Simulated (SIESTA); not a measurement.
V under changes of volume

One of the cells (13.891 Å³/atom); the others are scaled copies at fixed shape and fractional positions:

```xyz
1
Lattice="-1.5144 1.5144 1.5144 1.5144 -1.5144 1.5144 1.5144 1.5144 -1.5144" Properties=species:S:1:pos:R:3 pbc="T T T"
V     0.0000    0.0000    0.0000
```

| Item | Value |
| --- | --- |
| Program | SIESTA 5.4.2 |
| Functional | PBEsol |
| Potentials or basis | PseudoDojo 0.4 standard (PBEsol files) |
| Basis | DZP (energy shift 0.003 Ry; two zetas on semicore shells) |
| Grid cutoff | 800 Ry |
| Energy shift | 0.003 Ry |
| k mesh | 12 × 12 × 12 |
| Occupations | fermi-dirac, width 0.05 eV |
| Spin | collinear spin, ferromagnetic start |
| Starting moments | [2.0] μB |

| volume (Å³/atom) | energy over the lowest point (meV/atom) | pressure (GPa) |
| --- | --- | --- |
| 13.058 | 0.00 | -1.0 |
| 13.336 | 4.83 | -4.7 |
| 13.613 | 16.19 | -8.4 |
| 13.891 | 33.71 | -11.7 |
| 14.169 | 56.67 | -14.6 |
| 14.447 | 84.42 | -17.1 |
| 14.725 | ? | ? |

What does the run at 14.725 Å³/atom give?

Energy over the lowest point 116.55 meV/atom; pressure -19.6 GPa.

Worked out: A Birch-Murnaghan fit of order 3 (a polynomial in V^(-2/3)) to the other rows has its minimum at 13.01 Å³/atom, just outside them, with B0 = V·E''(V) = 205 GPa and B' = 4.0. It gives 116.61 meV/atom at 14.725 Å³/atom, against the run's 116.55, and -dE/dV = -19.7 GPa, against -19.6.

Energies are extrapolated to zero smearing.

Caveats: the basis of atomic orbitals isn't converged, which shifts pressures, moduli and gaps.
